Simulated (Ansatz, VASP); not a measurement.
## Al4N3 in VASP and in Ansatz

INCAR

```
PREC = Accurate
ENCUT = 520
EDIFF = 1E-7
ISMEAR = 0
SIGMA = 0.2
LREAL = False
LASPH = True
NELM = 80
ALGO = Normal
ISIF = 2
LWAVE = False
LCHARG = True
GGA = PE
LELF = True
LVHAR = True
NBANDS = 22
```

KPOINTS

```
Automatic mesh
0
Gamma
  12 12 2
```

POSCAR

```
Al4N3
1.0
    3.1126565848      0.0000000000      0.0000000000
   -1.5563282924      2.6956396757      0.0000000000
    0.0000000000      0.0000000000      9.8089810343
Al N
4 3
Direct
    1.0000000000      1.0000000000      0.4958122996
    0.3333333333      0.6666666667      0.7589068480
    1.0000000000      1.0000000000      0.9808984398
    0.3333333333      0.6666666667      0.2387838051
    0.3333333333      0.6666666667      0.4331307100
    1.0000000000      1.0000000000      0.6904653411
    1.0000000000      1.0000000000      0.1770025564
```

Input for Ansatz:

```yaml
crystal:
  lattice:
    - [3.1126565848, 0.0, 0.0]
    - [-1.5563282924, 2.6956396757, 0.0]
    - [0.0, 0.0, 9.8089810343]
  atoms:
    - { symbol: Al, position: [1.0, 1.0, 0.4958122996] }
    - { symbol: Al, position: [0.3333333333, 0.6666666667, 0.758906848] }
    - { symbol: Al, position: [1.0, 1.0, 0.9808984398] }
    - { symbol: Al, position: [0.3333333333, 0.6666666667, 0.2387838051] }
    - { symbol: "N", position: [0.3333333333, 0.6666666667, 0.43313071] }
    - { symbol: "N", position: [1.0, 1.0, 0.6904653411] }
    - { symbol: "N", position: [1.0, 1.0, 0.1770025564] }
basis:
  ecutwfc: 420
kpoints:
  mp_grid: { grid: [12, 12, 2] }
hamiltonian:
  xc: pbe
scf:
  occupations: { method: gaussian, width: 0.2 }
  lower_state_search: "off"
output:
  forces: true
  stress: true
  eigenvalues: true
```

Alike in both runs: task single point; functional PBE; k mesh 12 × 12 × 2; occupations gaussian, width 0.2 eV; no spin polarisation.

|  | VASP | Ansatz |
| --- | --- | --- |
| version | VASP 6.6.1 | Ansatz 0.2.0 |
| potentials or method | VASP PAW PBE potentials, release 64 (Al, N) | scalar-relativistic, plane waves, PAW |
| plane-wave cutoff (eV) | 520 | 420 |
| valence electrons in the cell | 27 | 27 |

Ansatz gave:

```
gap on the k mesh at the Fermi level (eV) : none
pressure (GPa)                            : 0.0
rms of the force components (eV/Å)        : 0.006
```

Question: Estimate VASP's values.

Answer: gap on the k mesh at the Fermi level (eV): none; pressure (GPa): -0.2; rms of the force components (eV/Å): 0.007.

Atom by atom the forces differ by 0.002 eV/Å (rms over components). A gap of «none» marks a metal or a gap that the smearing closes.
